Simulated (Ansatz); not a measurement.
## What a strained NiO layer does to its nuclei

Cell: a structure deposited in the COD, whose atoms a relaxation with PBE at fixed cell left in place.

```
Ni O
1.0
     0.00000    2.09503    2.09503
     2.09503    0.00000    2.09503
     2.09503    2.09503    0.00000
Ni O
1 1
Direct
  0.00000 0.00000 0.00000
  0.50000 0.50000 0.50000
```

Sites (sets of like atoms) are named by element and the number of their first atom in this list.

Method: Kohn–Sham DFT in Ansatz, PBE, plane waves and PAW, scalar-relativistic, collinear spin, 420 eV cutoff, Γ-centred 19×19×19 k-points, Fermi–Dirac smearing 0.05 eV. Start moments as typed (μB): 2 on each Ni, none on the rest.

The cell is stretched along z (the third Cartesian axis of the run's cell), x and y held, and the ions relax again each time.

| strain along z (%) | Ni: V along z (10²¹ V/m²) | O: V along z (10²¹ V/m²) |
| --- | --- | --- |
| -3 | ? | ? |
| -2 | -0.23 | 0.44 |
| -1 | -0.12 | 0.24 |
| 0 | 0.00 | 0.00 |
| +1 | 0.12 | -0.23 |
| +2 | 0.25 | -0.47 |
| +3 | 0.41 | -0.70 |

(1) Estimate the row at -3 % from the others.

Answers

(1) Ni: -0.30; O: 0.63. Worked for Ni: a straight line through the other 6 rows has a slope of 0.126 × 10²¹ V/m² per per cent of strain and gives -0.37 at -3 %, against -0.30 from the run; over all rows the step per per cent runs from 0.076 at the compressed end to 0.16 at the stretched end, so the response isn't a straight line. For 61Ni that is 0.49 MHz of C_Q per per cent. Worked for O: a straight line through the other 6 rows has a slope of -0.230 × 10²¹ V/m² per per cent of strain and gives 0.69 at -3 %, against 0.63 from the run; over all rows the step per per cent runs from -0.19 at the compressed end to -0.23 at the stretched end. For 17O that is 0.14 MHz of C_Q per per cent. Without strain Ni and O sit on a cubic site without a gradient, so the whole gradient comes from the strain.

Semilocal functionals can leave a metal where correlation in the d or f shell opens a gap in the real compound, and that would change the values at and beside Ni. Measured NiO orders antiferromagnetically, but in this run all moments are parallel, as the start or the cell imposes: fields and spin densities carried over to other atoms belong to this order alone, and gaps, moments and gradients can differ too.
